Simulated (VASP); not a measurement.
# AlP (F-43m) in VASP: elastic constants with LDA

Aim: the elastic constants of AlP with LDA.

All numbers are computed with VASP 6.6.1; they aren't measurements. Logs are shortened: lines on timing, memory, paths and dates and some standing lists are left out, and cuts for length are marked.

## Step 1: The structure

Symmetry: F-43m, No. 216, cubic system. The conventional cell has a = 5.435 Å, b = 5.435 Å, c = 5.435 Å, α = 90.00°, β = 90.00°, γ = 90.00°. Al (site symmetry -43m) is surrounded by 4 P at 2.35 Å. P (site symmetry -43m) is surrounded by 4 Al at 2.35 Å.

The cell was built by a generator and isn't the measured one.

## Step 2: Elastic constants, LDA

INCAR reads:

```
SYSTEM = AlP
ALGO     = Normal         ! electronic algorithm
EDIFF    = 1E-8           ! SCF threshold, eV
ENCUT    = 600            ! plane-wave cutoff, eV
IBRION   = 6              ! ionic algorithm
ISIF     = 3              ! what is computed and relaxed
ISMEAR   = 0              ! smearing method
LASPH    = .True.         ! aspherical terms in the spheres
LCHARG   = .True.         ! write CHGCAR
LREAL    = .False.        ! projectors in reciprocal space
LWAVE    = .False.        ! write WAVECAR
NBANDS   = 11             ! bands
NELM     = 100            ! most SCF steps
NFREE    = 2            
NSW      = 1              ! ionic steps
POTIM    = 0.015          ! step
PREC     = Accurate       ! precision mode
SIGMA    = 0.01           ! smearing width, eV
```

KPOINTS reads:

```
k-points
0
Gamma
  10 10 10
  0 0 0
```

POSCAR reads:

```
AlP
1.0
    0.0000000000      2.7175000000      2.7175000000
    2.7175000000      0.0000000000      2.7175000000
    2.7175000000      2.7175000000      0.0000000000
Al P
1 1
Direct
    0.0000000000      0.0000000000      0.0000000000
    0.2500000000      0.2500000000      0.2500000000
```

Potentials or basis: VASP PAW LDA potentials, release 64 (Al, P).

Started as:

```console
$ cat potpaw_LDA.64/Al/POTCAR potpaw_LDA.64/P/POTCAR > POTCAR
$ mpirun -np 1 vasp_std > vasp.out
```

OUTCAR:

```text
SYSTEM = AlP
   EDIFF = 1E-8
   ENCUT = 600
   IBRION = 6
   ISIF = 3
   ISMEAR = 0
   LASPH = .True.
   LREAL = .False.
   NELM = 100
   NFREE = 2
   NSW = 1
   POTIM = 0.015
   PREC = Accurate

 ion  position               nearest neighbor table
   1  0.000  0.000  0.000-   2 2.35   2 2.35   2 2.35   2 2.35
   2  0.250  0.250  0.250-   1 2.35   1 2.35   1 2.35   1 2.35

  LATTYP: Found a face centered cubic cell.
 ALAT       =     5.4350000000

  Lattice vectors:

 A1 = (   0.0000000000,   2.7175000000,   2.7175000000)
 A2 = (   2.7175000000,   0.0000000000,   2.7175000000)
 A3 = (   2.7175000000,   2.7175000000,   0.0000000000)

Analysis of symmetry for initial positions (statically):
=====================================================================
 Subroutine PRICEL returns:
 Original cell was already a primitive cell.

 Routine SETGRP: Setting up the symmetry group for a
 face centered cubic supercell.

 Subroutine GETGRP returns: Found 24 space group operations
 (whereof 24 operations were pure point group operations)
 out of a pool of 48 trial point group operations.

The static configuration has the point symmetry T_d .

Analysis of symmetry for dynamics (positions and initial velocities):
=====================================================================
 Subroutine PRICEL returns:
 Original cell was already a primitive cell.

 Routine SETGRP: Setting up the symmetry group for a
 face centered cubic supercell.

 Subroutine GETGRP returns: Found 24 space group operations
 (whereof 24 operations were pure point group operations)
 out of a pool of 48 trial point group operations.

The dynamic configuration has the point symmetry T_d .

 Subroutine INISYM returns: Found 24 space group operations
 (whereof 24 operations are pure point group operations),
 and found     1 'primitive' translations

----------------------------------------------------------------------------------------

                                     Primitive cell

  volume of cell :      40.1364

  direct lattice vectors                    reciprocal lattice vectors
     0.000000000  2.717500000  2.717500000    -0.183992640  0.183992640  0.183992640
     2.717500000  0.000000000  2.717500000     0.183992640 -0.183992640  0.183992640
     2.717500000  2.717500000  0.000000000     0.183992640  0.183992640 -0.183992640

  length of vectors
     3.843125356  3.843125356  3.843125356     0.318684601  0.318684601  0.318684601

  position of ions in fractional coordinates (direct lattice)
     0.000000000  0.000000000  0.000000000
     0.250000000  0.250000000  0.250000000

  ion indices of the primitive-cell ions
   primitive index   ion index
                 1           1
                 2           2

----------------------------------------------------------------------------------------

 KPOINTS: k-points

Automatic generation of k-mesh.
 Grid dimensions read from file:
 generate k-points for:   10   10   10

 Generating k-lattice:

  Cartesian coordinates                     Fractional coordinates (reciprocal lattice)
    -0.018399264  0.018399264  0.018399264     0.100000000  0.000000000  0.000000000
     0.018399264 -0.018399264  0.018399264     0.000000000  0.100000000  0.000000000
     0.018399264  0.018399264 -0.018399264     0.000000000  0.000000000  0.100000000

  Length of vectors
     0.031868460  0.031868460  0.031868460

  Shift w.r.t. Gamma in fractional coordinates (k-lattice)
     0.000000000  0.000000000  0.000000000

 Subroutine IBZKPT returns following result:
 ===========================================

[... 70 lines left out ...]
  Thomas-Fermi vector in A             =   2.085210
   LORBIT       =      0    0 simple, 1 ext, 2 COOP (PROOUT), +10 PAW based schemes
   GGA     = CA    functional components
   LHFCALC =     F    Hartree Fock is set to
   AEXX    =    0.0000 exact exchange contribution
   IVDW    =     0    specifies the selected vdW correction
   LEPSILON=     F    determine dielectric tensor
   LRPA    =     F    only Hartree local field effects (RPA)
 finite differences with symmetry
 non-spin polarized calculation
 Gauss-broadening in eV      SIGMA  =   0.01
  energy-cutoff  :      600.00
  volume of cell :       40.14
 maximum number of plane-waves:      1363
   NGX = 15   NGY = 15   NGZ = 15

--------------------------------------- Ionic step        1  -------------------------------------------

 number of electron       8.0000000 magnetization

 Free energy of the ion-electron system (eV)
  ---------------------------------------------------
  ext. energy  EPLUGINS =         0.00000000
  ---------------------------------------------------
  free energy    TOTEN  =       -11.41356433 eV

  energy without entropy =      -11.41356433  energy(sigma->0) =      -11.41356433

------------------------ aborting loop because EDIFF is reached ----------------------------------------

  FORCE on cell =-STRESS in cart. coord.  units (eV):
  Direction    XX          YY          ZZ          XY          YZ          ZX
  --------------------------------------------------------------------------------------
  -------------------------------------------------------------------------------------
  Total        0.0006280      0.0006280      0.0006280      0.0000000      0.0000000     -0.0000000
  in kB        0.0250691      0.0250691      0.0250691      0.0000000      0.0000000     -0.0000000
  external PRESSURE =       0.0250691 kB  Pullay stress =       0.0000000 kB
[... 89 lines left out ...]
  FREE ENERGIE OF THE ION-ELECTRON SYSTEM (eV)
  ---------------------------------------------------
  free  energy   TOTEN  =       -11.4097854075 eV

  energy  without entropy=      -11.4097854075  energy(sigma->0) =      -11.40978541

[... ionic steps 4 to 14 ...]

--------------------------------------- Ionic step       15  -------------------------------------------

 number of electron       8.0000000 magnetization

------------------------ aborting loop because EDIFF is reached ----------------------------------------
[... 67 lines left out ...]
--------------------------------------- Ionic step       17  -------------------------------------------

 number of electron       8.0000000 magnetization

 Free energy of the ion-electron system (eV)
  ---------------------------------------------------
  ext. energy  EPLUGINS =         0.00000000
  ---------------------------------------------------
  free energy    TOTEN  =       -11.41240763 eV

  energy without entropy =      -11.41240763  energy(sigma->0) =      -11.41240763

 E-fermi :   4.6575     XC(G=0):  -9.5014

 val. band max:        4.6180927130   @ k =   0.0000   0.0000   0.0000
 cond. band min:       5.9918617086   @ k =   0.0000   0.5000   0.5000
 fundamental gap:      1.3737689955
 Fermi energy:         4.6574834443

 k-point     1 :       0.0000    0.0000    0.0000
  band No.  band energies     occupation
      1      -7.0078      2.00000
      2       4.5348      2.00000
      3       4.5771      2.00000
      4       4.6181      2.00000
      5       7.8132      0.00000
      6       9.0538      0.00000
      7       9.0685      0.00000
      8       9.0847      0.00000
      9      13.4052      0.00000
     10      13.4065      0.00000
     11      14.6577      0.00000
[... 309 lines left out ...]
 k-point    24 :       0.4000    0.3000    0.0000
  band No.  band energies     occupation
      1      -5.3142      2.00000
      2       0.2061      2.00000
      3       2.4713      2.00000
      4       2.7951      2.00000
      5       6.8248      0.00000
      6       7.9083      0.00000
      7      12.5186      0.00000
      8      12.8039      0.00000
      9      15.1103      0.00000
     10      16.0736      0.00000
     11      18.1139      0.00000

 [... further k-points ...]

------------------------ aborting loop because EDIFF is reached ----------------------------------------

  FORCE on cell =-STRESS in cart. coord.  units (eV):
  Direction    XX          YY          ZZ          XY          YZ          ZX
  --------------------------------------------------------------------------------------
  -------------------------------------------------------------------------------------
  Total        0.0009650      0.0041153      0.0041153      0.0000000      0.1298842      0.0000000
  in kB        0.0385230      0.1642770      0.1642770      0.0000000      5.1847555      0.0000000
  external PRESSURE =       0.1223590 kB  Pullay stress =       0.0000000 kB
[... 17 lines left out ...]
  FREE ENERGIE OF THE ION-ELECTRON SYSTEM (eV)
  ---------------------------------------------------
  free  energy   TOTEN  =       -11.4124076305 eV

  energy  without entropy=      -11.4124076305  energy(sigma->0) =      -11.41240763

 INTERNAL STRAIN TENSORS FROM STRAINED CELLS
 ============================================

 INTERNAL STRAIN TENSOR FOR ION    1 for displacements in x,y,z  (eV/Angst):
          X           Y           Z          XY          YZ          ZX
  --------------------------------------------------------------------------------
  x     0.00000    -0.00000     0.00000     0.00000     8.66497     0.00000
  y     0.00000    -0.00000    -0.00000     0.00000     0.00000     8.66505
  z     0.00000    -0.00000     0.00000     8.66455    -0.00000    -0.00000

 INTERNAL STRAIN TENSORS FROM DISPLACED ATOMS
 ============================================

 INTERNAL STRAIN TENSOR FOR ION    1 for displacements in x,y,z  (eV/Angst):
          X           Y           Z          XY          YZ          ZX
  --------------------------------------------------------------------------------
  x     0.00000    -0.00000    -0.00000     0.00000     8.66248     0.00000
  y    -0.00000     0.00000    -0.00000     0.00000     0.00000     8.66248
  z    -0.00000    -0.00000     0.00000     8.66248     0.00000     0.00000

 INTERNAL STRAIN TENSOR FOR ION    2 for displacements in x,y,z  (eV/Angst):
          X           Y           Z          XY          YZ          ZX
  --------------------------------------------------------------------------------
  x    -0.00000     0.00000     0.00000     0.00000    -8.66625     0.00000
  y    -0.00000    -0.00000    -0.00000     0.00000     0.00000    -8.66625
  z     0.00000     0.00000    -0.00000    -8.66625     0.00000     0.00000

 Eigenvectors and eigenvalues of the dynamical matrix
 ----------------------------------------------------

   1 f  =   13.199911 THz    82.937484 2PiTHz  440.301621 cm-1    54.590419 meV
             X         Y         Z           dx          dy          dz
      0.000000  0.000000  0.000000     0.000000    0.000000   -0.731036
      1.358750  1.358750  1.358750     0.000000    0.000000    0.682339
[... 21 lines left out ...]
   6 f/i=    0.000466 THz     0.002927 2PiTHz    0.015540 cm-1     0.001927 meV
             X         Y         Z           dx          dy          dz
      0.000000  0.000000  0.000000     0.065495   -0.678582    0.028683
      1.358750  1.358750  1.358750     0.070169   -0.727012    0.030730

--------------------------------------------------------------------------------------------------------

 ELASTIC MODULI CONTR FROM IONIC RELAXATION (kBar)
 Direction    XX          YY          ZZ          XY          YZ          ZX
 --------------------------------------------------------------------------------
 XX          -0.0000     -0.0000      0.0000      0.0000     -0.0000     -0.0000
 YY          -0.0000     -0.0000     -0.0000      0.0000      0.0000     -0.0000
 ZZ           0.0000     -0.0000     -0.0000     -0.0000      0.0000     -0.0000
 XY           0.0000      0.0000     -0.0000   -291.5000      0.0000      0.0000
 YZ          -0.0000      0.0000      0.0000      0.0000   -291.5000      0.0000
 ZX          -0.0000     -0.0000     -0.0000      0.0000      0.0000   -291.5000
 --------------------------------------------------------------------------------

 TOTAL ELASTIC MODULI (kBar)
 Direction    XX          YY          ZZ          XY          YZ          ZX
 --------------------------------------------------------------------------------
 XX        1326.0607    689.7315    689.7315      0.0000     -0.0000      0.0000
 YY         689.7315   1326.0607    689.7315      0.0000      0.0000      0.0000
 ZZ         689.7315    689.7315   1326.0607     -0.0000      0.0000     -0.0000
 XY           0.0000      0.0000     -0.0000    617.3691      0.0000      0.0000
 YZ          -0.0000      0.0000      0.0000      0.0000    617.3691      0.0000
 ZX           0.0000      0.0000     -0.0000      0.0000      0.0000    617.3691
 --------------------------------------------------------------------------------
```

Wall time 9.8 min (1 thread of Intel Xeon Platinum 8559C (Emerald Rapids), shared host); peak memory 0.33 GiB.

Results:

| Quantity | Value |
| --- | --- |
| Elastic constants C11, C12, C44 | 133, 69, 62 GPa |
| Voigt bulk modulus | 90 GPa |
| Highest phonon frequency at Γ, LO-TO splitting left out | 440 cm⁻¹ |

Phonon frequencies in cm⁻¹ (negative: imaginary):
```
              q point        frequencies
(0.000, 0.000, 0.000)  0 0 0 440 440 440
```

Elastic tensor in Voigt notation (GPa, in the Cartesian axes of the cell as first typed):
```
133  69  69   0   0   0
 69 133  69   0   0   0
 69  69 133   0   0   0
  0   0   0  62   0   0
  0   0   0   0  62   0
  0   0   0   0   0  62
```

Clamped-ion elastic tensor (GPa):
```
133  69  69   0   0   0
 69 133  69   0   0   0
 69  69 133   0   0   0
  0   0   0  91   0   0
  0   0   0   0  91   0
  0   0   0   0   0  91
```
